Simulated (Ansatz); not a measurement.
**MgO (P6_3/mmc), a sublattice moved along a line**

Level of theory: DFT LDA, scalar-relativistic, plane waves, PAW (Ansatz 0.2.0). The runs took a 420 eV cutoff, a Γ-centred 6×6×6 mesh and Gaussian smearing (0.05 eV). No spin polarisation. Energies are free energies at this smearing, counted from the undisturbed cell; pressure is positive in compression.

Zero of the scan (as given, not relaxed at this level; it stands at -4.0 GPa; this form isn't the usual structure):

```xyz
4
Lattice="3.4864 0.0000 0.0000 -1.7432 3.0193 0.0000 0.0000 0.0000 4.1780" Properties=species:S:1:pos:R:3 pbc="T T T"
Mg    1.7432    1.0064    3.1335
Mg    0.0000    2.0129    1.0445
O     1.7432    1.0064    1.0445
O     0.0000    2.0129    3.1335
```

Every Mg atom is moved by x along the Cartesian unit vector (0.707, 0.707, 0.000); the cell and all other atoms stay fixed.

| x (Å) | ΔE (meV/cell) |
| --- | --- |
| -0.1000 | 84.8 |
| -0.0500 | 21.0 |
| 0.0000 | 0.0 |
| 0.0125 | 1.3 |
| 0.0250 | 5.2 |
| 0.0375 | 11.8 |
| 0.0625 | 32.9 |
| 0.0750 | 47.4 |
| 0.0875 | 64.7 |

(1) Predict the force along x on the moved atoms (eV/Å) at each point.

Results:

(1)
| x (Å) | force along x on the moved atoms (eV/Å) |
| --- | --- |
| -0.1000 | 1.72 |
| -0.0500 | 0.84 |
| 0.0000 | 0.00 |
| 0.0125 | -0.21 |
| 0.0250 | -0.42 |
| 0.0375 | -0.63 |
| 0.0625 | -1.06 |
| 0.0750 | -1.27 |
| 0.0875 | -1.50 |

Cost: 9 runs of about 1 core-minutes in all, on AMD EPYC (Zen 3) (shared hosts).